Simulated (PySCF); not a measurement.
Molecule: `C1COCCN1`, C₄H₉NO.

Geometry:
| atom | x (Å) | y (Å) | z (Å) |
| --- | --- | --- | --- |
| C1 | -0.999 | 0.880 | 0.378 |
| C2 | -1.211 | -0.089 | -0.777 |
| O3 | -0.011 | -0.324 | -1.469 |
| C4 | 0.999 | -0.819 | -0.627 |
| C5 | 1.268 | 0.136 | 0.528 |
| N6 | 0.064 | 0.459 | 1.273 |
| H7 | -1.933 | 1.014 | 0.947 |
| H8 | -0.729 | 1.868 | -0.037 |
| H9 | -1.620 | -1.047 | -0.387 |
| H10 | -1.931 | 0.309 | -1.509 |
| H11 | 0.708 | -1.814 | -0.224 |
| H12 | 1.896 | -0.961 | -1.251 |
| H13 | 1.684 | 1.075 | 0.120 |
| H14 | 2.025 | -0.284 | 1.210 |
| H15 | -0.239 | -0.358 | 1.801 |

Geometry PBE0-D3(BJ)/def2-SVP throughout; GIAO in PySCF 2.14.0 with density-fitted response routines, gas phase, one conformer, non-relativistic; equivalent atoms averaged; basis pcSseg-1.

(1) How do the shifts δ (against TMS, H2O, NH3 at the same level) depend on the functional? (ppm; last column core-seconds on 1 thread of an Arm Neoverse V1, shared host; the GGAs took longer than the global hybrids here, which isn't the general rule, and the cause wasn't traced)

(2) Which nucleus moves most, in ppm?

Answers

(1) 
| functional | kind | C2/C4 | C1/C5 | O3 | N6 | H9/H10/H11/H12 | H7/H8/H13/H14 | H15 | core-s |
| --- | --- | --- | --- | --- | --- | --- | --- | --- | --- |
| KT2 | GGA | 72.3 | 50.8 | 62.8 | 55.8 | 3.43 | 2.71 | 0.07 | 21 |
| KT3 | GGA | 70.7 | 50.0 | 63.2 | 55.4 | 3.37 | 2.66 | 0.15 | 20 |
| B97-D | GGA | 72.3 | 50.5 | 59.5 | 53.5 | 3.43 | 2.69 | 0.08 | 20 |
| B3LYP | global hybrid | 72.7 | 50.5 | 54.7 | 53.2 | 3.35 | 2.63 | -0.03 | 12 |
| PBE0 | global hybrid | 70.5 | 48.5 | 45.1 | 46.8 | 3.31 | 2.60 | -0.08 | 11 |
| mPW1PW91 | global hybrid | 70.4 | 48.3 | 43.8 | 46.1 | 3.30 | 2.59 | -0.09 | 12 |

(2) O3 (ether oxygen): from 43.8 ppm with mPW1PW91 to 63.2 ppm with KT3. The smallest spread is 0.12 ppm, at H7/H8/H13/H14. Proton shifts span only some 12 ppm, so a few tenths of a ppm matter as much there as several ppm in carbon.
